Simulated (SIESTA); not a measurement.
The system is HfO2.

```xyz
12
Lattice="5.2195 0.0000 0.0000 0.0000 5.0048 0.0000 0.0000 0.0000 5.0327" Properties=species:S:1:pos:R:3 pbc="T T T"
Hf    5.0472    3.6661    3.7314
Hf    2.7820    3.6661    1.2151
Hf    2.4375    1.3387    3.7314
Hf    0.1723    1.3387    1.2151
O     3.2994    4.6477    4.4251
O     4.5298    4.6477    1.9087
O     1.2211    2.7020    2.4776
O     1.3886    2.7020    4.9939
O     3.9984    2.3028    4.9939
O     3.8308    2.3028    2.4776
O     0.6896    0.3571    4.4251
O     1.9201    0.3571    1.9087
```

Measurements of this composition are mostly on another form, of space group No. 14.

Base run:

- Program: SIESTA 5.4.2
- Functional: PBE
- Potentials or basis: PseudoDojo 0.4 standard (PBE files)
- Basis: TZP (energy shift 0.003 Ry; two zetas on semicore shells)
- Grid cutoff: 800 Ry
- Energy shift: 0.003 Ry
- k mesh: 5 × 6 × 5
- Occupations: fermi-dirac, width 0.05 eV
- Spin: no spin polarisation

Its results: band gap on the k mesh 4.33 eV, indirect (least direct gap 4.53 eV); pressure 10.3 GPa; largest force 0.138 eV/Å.

Question: The run is repeated on the same cell with these changes: basis from TZP (energy shift 0.003 Ry; two zetas on semicore shells) to TZP (energy shift 0.01 Ry); energy shift from 0.003 Ry to 0.01 Ry. What comes out?

Answer: Band gap on the k mesh 4.29 eV, indirect (least direct gap 4.46 eV); pressure 8.8 GPa; largest force 0.146 eV/Å.

Caveats: spin-orbit coupling is left out, which moves the levels of the heavy elements; the basis of atomic orbitals isn't converged, which shifts pressures, moduli and gaps; short orbitals over semicore shells can move pressures by several GPa (some runs); the real-space grid breaks translation symmetry, so forces needn't sum to zero (some runs); semicore shells carry a single zeta, which can move pressures by several GPa and volumes by a few percent (some runs).

A k mesh can miss the band edges.
